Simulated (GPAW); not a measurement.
# Li2Se (Fm-3m) in GPAW: equation of state

Aim: energy against volume of Li2Se in PBE, for its equilibrium volume and stiffness.

Program: GPAW 26.7.0. These are calculated values, not measurements. Logs are shortened: lines on timing, memory, paths and dates and some standing lists are left out, and cuts for length are marked. The log counts tension as positive stress, the text compression.

## 1. The structure

Symmetry: Fm-3m, No. 225, cubic system. The conventional cell has a = 6.005 Å, b = 6.005 Å, c = 6.005 Å, α = 90.00°, β = 90.00°, γ = 90.00°. Se (site symmetry m-3m) has 8 Li at 2.60 Å as nearest neighbours. Li (site symmetry -43m) is surrounded by 4 Se at 2.60 Å.

## 2. Equation of state, PBE

The input, run.py:

```python
from ase import Atoms
from ase.eos import EquationOfState
from ase.io import Trajectory
from ase.units import GPa
from gpaw import GPAW, PW

atoms = Atoms(['Se', 'Li', 'Li'],
              cell=[[0.0, 3.0025, 3.0025],
                    [3.0025, 0.0, 3.0025],
                    [3.0025, 3.0025, 0.0]],
              scaled_positions=[[0.0, 0.0, 0.0],
                                [0.75, 0.75, 0.75],
                                [0.25, 0.25, 0.25]],
              pbc=True)

traj = Trajectory('eos.traj', 'w')
volumes, energies = [], []
for x in [0.94, 0.96, 0.98, 1.0, 1.02, 1.04, 1.06]:
    a = atoms.copy()
    a.set_cell(atoms.cell * x**(1 / 3), scale_atoms=True)
    calc = GPAW(mode=PW(800),
                xc='PBE',
                kpts={'size': (8, 8, 8), 'gamma': True},
                occupations={'name': 'fermi-dirac', 'width': 0.05},
                nbands=12,
                convergence={'density': 1e-05, 'energy': 1e-05},
                maxiter=150,
                txt=f'eos-{x:.2f}.txt')
    a.calc = calc
    energies.append(a.get_potential_energy(force_consistent=True))
    volumes.append(a.get_volume())
    p = -a.get_stress()[:3].mean() / GPa
    calc.write(f'eos-{x:.2f}.gpw')
    traj.write(a)
    print(f'{x:.2f} {volumes[-1]:10.4f} A^3 {energies[-1]:14.6f} eV {p:9.3f} GPa', flush=True)

v0, e0, B = EquationOfState(volumes, energies, eos='birchmurnaghan').fit()
print(f'V0 = {v0:.4f} A^3, E0 = {e0:.6f} eV, B0 = {B / GPa:.2f} GPa')
```

Potentials or basis: GPAW PAW data sets (gpaw-data 1.2.1), pw.

Launch:

```
> OMP_NUM_THREADS=1 python run.py
```

The program printed:

```text
__  _  _
 | _ |_)|_||  |
 |__||  | ||/\| - 26.7.0

Input parameters:
  mode=PW(ecut=800.0),
  convergence={'density': 1e-05, 'energy': 1e-05},
  kpts=MonkhorstPack(size=(8, 8, 8), gamma=True),
  maxiter=150,
  nbands=12,
  occupations=Occupations(name='fermi-dirac', width=0.05),
  xc=XC(name='PBE')

Diagonalizing LCAO Hamiltonian
Converting LCAO to pw mode

                     Li

            Li

       Se

Atoms  # Å, Bohr magnetons
|   | symbol |        x |        y |        z |    initial magnetic moments |
|---|--------|----------|----------|----------|-----------------------------|
| 0 |     Se | 0.000000 | 0.000000 | 0.000000 | ( 0.0000,  0.0000,  0.0000) |
| 1 |     Li | 4.442881 | 4.442881 | 4.442881 | ( 0.0000,  0.0000,  0.0000) |
| 2 |     Li | 1.480960 | 1.480960 | 1.480960 | ( 0.0000,  0.0000,  0.0000) |

Unit cell  # Å
| periodic |        x |        y |        z |  lengths |    angles |
|----------|----------|----------|----------|----------|-----------|
|      yes | 0.000000 | 2.961921 | 2.961921 | 4.188788 | 60.000000 |
|      yes | 2.961921 | 0.000000 | 2.961921 | 4.188788 | 60.000000 |
|      yes | 2.961921 | 2.961921 | 0.000000 | 4.188788 | 60.000000 |

Number of symmetries: 48
Symmetry operations  # r_c * U_cc + t_c -> r_c
|    | kind |            matrix            |
|----|------|------------------------------|
|  0 |  σ   |  1, 0, 0,  1, 0,-1,  1,-1, 0 |
|  1 |  C2  |  1, 0, 0,  1,-1, 0,  1, 0,-1 |
|  2 |  E   |  1, 0, 0,  0, 1, 0,  0, 0, 1 |
|  3 |  σ   |  1, 0, 0,  0, 0, 1,  0, 1, 0 |
|  4 |  C4  |  1, 0,-1,  1, 0, 0,  1,-1, 0 |
|  5 |  S6  |  1, 0,-1,  1,-1, 0,  1, 0, 0 |
|  6 |  σ   |  1, 0,-1,  0, 1,-1,  0, 0,-1 |
|  7 |  C3  |  1, 0,-1,  0, 0,-1,  0, 1,-1 |
|  8 |  S6  |  1,-1, 0,  1, 0, 0,  1, 0,-1 |
|  9 |  C4  |  1,-1, 0,  1, 0,-1,  1, 0, 0 |
| 10 |  C3  |  1,-1, 0,  0,-1, 1,  0,-1, 0 |
| 11 |  σ   |  1,-1, 0,  0,-1, 0,  0,-1, 1 |
| 12 |  σ   |  0, 1, 0,  1, 0, 0,  0, 0, 1 |
| 13 |  C4  |  0, 1, 0,  0, 1,-1, -1, 1, 0 |
| 14 |  C3  |  0, 1, 0,  0, 0, 1,  1, 0, 0 |
| 15 |  S6  |  0, 1, 0, -1, 1, 0,  0, 1,-1 |
| 16 |  C2  |  0, 1,-1,  1, 0,-1,  0, 0,-1 |
| 17 |  σ   |  0, 1,-1,  0, 1, 0, -1, 1, 0 |
| 18 |  S4  |  0, 1,-1,  0, 0,-1,  1, 0,-1 |
| 19 |  C4  |  0, 1,-1, -1, 1, 0,  0, 1, 0 |
| 20 |  C3  |  0, 0, 1,  1, 0, 0,  0, 1, 0 |
| 21 |  σ   |  0, 0, 1,  0, 1, 0,  1, 0, 0 |
| 22 |  S6  |  0, 0, 1,  0,-1, 1, -1, 0, 1 |
| 23 |  C4  |  0, 0, 1, -1, 0, 1,  0,-1, 1 |
| 24 |  S4  |  0, 0,-1,  1, 0,-1,  0, 1,-1 |
| 25 |  C3  |  0, 0,-1,  0, 1,-1,  1, 0,-1 |
| 26 |  C2  |  0, 0,-1,  0,-1, 0, -1, 0, 0 |
| 27 |  S6  |  0, 0,-1, -1, 0, 0,  0,-1, 0 |
| 28 |  S4  |  0,-1, 1,  1,-1, 0,  0,-1, 0 |
| 29 |  C4  |  0,-1, 1,  0, 0, 1, -1, 0, 1 |
| 30 |  C2  |  0,-1, 1,  0,-1, 0,  1,-1, 0 |
| 31 |  σ   |  0,-1, 1, -1, 0, 1,  0, 0, 1 |
| 32 |  C3  |  0,-1, 0,  1,-1, 0,  0,-1, 1 |
| 33 |  S6  |  0,-1, 0,  0, 0,-1, -1, 0, 0 |
| 34 |  S4  |  0,-1, 0,  0,-1, 1,  1,-1, 0 |
| 35 |  C2  |  0,-1, 0, -1, 0, 0,  0, 0,-1 |
| 36 |  C2  | -1, 1, 0,  0, 1, 0,  0, 1,-1 |
| 37 |  S6  | -1, 1, 0,  0, 1,-1,  0, 1, 0 |
| 38 |  S4  | -1, 1, 0, -1, 0, 1, -1, 0, 0 |
| 39 |  C3  | -1, 1, 0, -1, 0, 0, -1, 0, 1 |
| 40 |  S6  | -1, 0, 1,  0, 0, 1,  0,-1, 1 |
| 41 |  C2  | -1, 0, 1,  0,-1, 1,  0, 0, 1 |
| 42 |  C3  | -1, 0, 1, -1, 1, 0, -1, 0, 0 |
| 43 |  S4  | -1, 0, 1, -1, 0, 0, -1, 1, 0 |
| 44 |  C2  | -1, 0, 0,  0, 0,-1,  0,-1, 0 |
| 45 |  i   | -1, 0, 0,  0,-1, 0,  0, 0,-1 |
| 46 |  σ   | -1, 0, 0, -1, 1, 0, -1, 0, 1 |
| 47 |  C2  | -1, 0, 0, -1, 0, 1, -1, 1, 0 |

BZ-sampling:
  Number of BZ points: 512
  Number of IBZ points: 29

  Monkhorst-Pack size: [8, 8, 8]
  Monkhorst-Pack shift: [0.0625, 0.0625, 0.0625]

K-points  # in reciprocal-cell coordinates
|     |                                coordinates |     weight |
|-----|--------------------------------------------|------------|
|   0 | (  0.00000000,   0.00000000,   0.00000000) | 0.00195312 |
|   1 | (  0.12500000,   0.12500000,   0.00000000) | 0.01171875 |
|   2 | (  0.12500000,   0.12500000,   0.12500000) | 0.01562500 |
|   3 | (  0.25000000,   0.12500000,   0.12500000) | 0.02343750 |
|   4 | (  0.25000000,   0.25000000,   0.00000000) | 0.01171875 |
|   5 | (  0.25000000,   0.25000000,   0.12500000) | 0.04687500 |
|   6 | (  0.25000000,   0.25000000,   0.25000000) | 0.01562500 |
|   7 | (  0.37500000,   0.25000000,  -0.37500000) | 0.04687500 |
|   8 | (  0.37500000,   0.25000000,   0.12500000) | 0.04687500 |
|   9 | (  0.37500000,   0.25000000,   0.25000000) | 0.04687500 |
| ... |                                            |            |
|  28 | (  0.50000000,   0.50000000,   0.50000000) | 0.00781250 |

Plane wave coefficients: 2698
Cutoff: 800.0 eV

Spin-components: 1 (collinear spins)
Bands:           12
Projectors:      11
Spin-degeneracy: 2
Datatype:        complex128

Parallelization:
  kpt:    1
  domain: 1
  band:   1

Density:
  Valence electrons: 8.0
  Components: 1
  Grid points: [28 28 28]
  Charge: 0.0  # |e|

Potential:
  Grid points: [28 28 28]

species:
  Se:
    name:    Selenium
    Z:       34.0
    valence: 6
    core:    28
    charge:  0.0  # [|e|]
    compensation charges:
      type: gauss
      rc: 0.27  # [Å]
      lmax: 2
    cutoffs:
      filter: 1.77  # [Å]
      core: 2.67  # [Å]
    projectors
    | kind |    occ | energy [eV] | rcut [Å] |
    |------|--------|-------------|----------|
    |   4s |  2.000 |     -17.277 |    0.847 |
    |   4p |  4.000 |      -6.512 |    1.005 |
    |    s |        |       9.935 |    0.847 |
    |    p |        |      20.699 |    1.005 |
    |    d |        |       0.000 |    0.847 |

    Using partial waves for Se as LCAO basis

  Li:
    name:    Lithium
    Z:       3.0
    valence: 1
    core:    2
    charge:  0.0  # [|e|]
    compensation charges:
      type: gauss
      rc: 0.33  # [Å]
      lmax: 2
    cutoffs:
      filter: 1.91  # [Å]
      core: 2.55  # [Å]
    projectors
    | kind |    occ | energy [eV] | rcut [Å] |
    |------|--------|-------------|----------|
    |   2s |  1.000 |      -2.874 |    1.058 |
    |   2p |  0.000 |      -1.090 |    1.058 |
    |    s |        |      24.337 |    1.058 |

    Using partial waves for Li as LCAO basis

Reference energy: -66509.107771  # eV

eigensolver:
  PPCG
  Converge bands: occupied
  niter=2

density mixing:
  MSR1-Mixer
  Pratt-step length: 0.05
  Maximum mixing coefficient: 0.75
  Old densities: 10
  SVD Regularization: 0.005
  Good broyden scale: 1.0
  Trust region scale: 1.0
  Backstep threshold: 4.0
  History deletion threshold: 6.0
  Fourier metric: weight=20.0, sigma=0.015

occupation numbers:
  Fermi-Dirac:
    width: 0.0500  # eV

poisson solver:
  ecut: 6400.0  # eV

xc functional:
  name: PBE with 2 nearest neighbor stencil

convergence criteria:
[... 6 lines left out ...]
|iter     | |      energy | eigst |  dens |
|---------|-|-------------|-------|-------|
|iter:   1| |  -11.126450 | -0.67 |       |
|iter:   2| |  -11.115840 | -2.52 | -1.01 |
|iter:   3| |  -11.066641 | -2.53 | -1.03 |
|iter:   4| |  -11.069733 | -3.53 | -1.59 |
|iter:   5| |  -11.069996 | -4.54 | -2.34 |
|iter:   6| |  -11.070045 | -5.85 | -2.90 |
|iter:   7| |  -11.070045c| -7.36 | -3.66 |
|iter:   8| |  -11.070045c| -8.23c| -4.85 |
|iter:   9| |  -11.070045c| -8.68c| -5.29c|

Converged in 9 steps
Energy contributions relative to reference atoms: (reference = -66509.107771)

Energy contributions:
  Kinetic:          16.846627
  Coulomb:         -16.055146
  Zero:             -0.033216
  External:          0.000000
  Xc:              -11.828310
  Entropy:          -0.000000
  Spinorbit:         0.000000
  ----------------------------
  Free energy:     -11.070045
  Extrapolated:    -11.070045

dipole moment: (-21.787338, -21.787338, -21.787338)  # |e|*Ang

Fermi level: 3.486
Eigenvalues  # (at kpt = [0.000, 0.000, 0.000])
| band index |      eig [eV] | occ [0-2] |
|------------|---------------|-----------|
|          0 |        -9.541 |     2.000 |
|          1 |         1.963 |     2.000 |
|          2 |         1.963 |     2.000 |
|          3 |         1.963 |     2.000 |
|          4 |         5.518 |     0.000 |
|          5 |         7.608 |     0.000 |
|          6 |         7.608 |     0.000 |
|          7 |         7.608 |     0.000 |
|          8 |        13.078 |     0.000 |
|          9 |        13.078 |     0.000 |
|         10 |        13.078 |     0.000 |
|         11 |        16.745 |     0.000 |

Gap: 2.938 eV
Transition (v -> c):
  (s=0, k=0, n=3, [0.00, 0.00, 0.00]) -> (s=0, k=24, n=4, [0.50, 0.50, 0.00])
Direct/indirect transitions are different
Direct gap: 3.555 eV
Transition at: (s=0, k=0, n=3, [0.00, 0.00, 0.00])

Stress tensor  # eV/Ang^3
|         x |         y |         z |
|-----------|-----------|-----------|
| -0.012214 | -0.000000 |  0.000000 |
| -0.000000 | -0.012214 |  0.000000 |
|  0.000000 |  0.000000 | -0.012214 |

# Writing to eos-0.96.gpw (mode='')
```

Run time: 1.7 min. Hardware: 1 thread of Arm Neoverse V2, shared host; peak memory 0.3 GiB.

Results:

* Equilibrium volume: 18.24 Å³/atom
* Bulk modulus: 34 GPa
* Pressure derivative of the bulk modulus: 3.9

Energy against volume, from the lowest point:
```
volume (Å³/atom)  energy (meV/atom)
          16.962              10.66
          17.323               5.22
          17.684               1.75
          18.045               0.07
          18.406               0.00
          18.767               1.40
          19.128               4.13
```
